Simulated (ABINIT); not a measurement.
Crystal: AlN.

```
Al N
1.0
     0.00000    2.18399    2.18399
     2.18399    0.00000    2.18399
     2.18399    2.18399    0.00000
Al N
1 1
Direct
  0.00000 0.00000 0.00000
  0.25000 0.25000 0.25000
```

Measurements of this composition are mostly on another form, of space group No. 186.

Base run:

- Program: ABINIT 10.8.3 (patched build)
- Functional: r2SCAN
- Potentials or basis: JTH PAW PBE v2.0
- Cutoff: 844 eV
- k mesh: 10 × 10 × 10
- Occupations: fermi-dirac, width 0.05 eV
- Spin: no spin polarisation

Its results: band gap on the k mesh 3.90 eV, indirect (least direct gap 4.80 eV); pressure 3.3 GPa.

After a change of settings the same cell gave: band gap on the k mesh 3.95 eV, indirect (least direct gap 4.89 eV); pressure -0.1 GPa. Which change was it?
A. potentials or basis from JTH PAW PBE v2.0 to PseudoDojo NC SR PBE v0.4.1 standard; cutoff from 844 eV to 1361 eV
B. potentials or basis from JTH PAW PBE v2.0 to Ansatz NC r2SCAN; cutoff from 844 eV to 1497 eV
C. potentials or basis from JTH PAW PBE v2.0 to SG15 NC PBE v1.2; cutoff from 844 eV to 1306 eV; valence electrons from 8 to 16

B.

Caveats: the PAW data sets were made with another functional, which shifts forces and pressure a little (some runs).
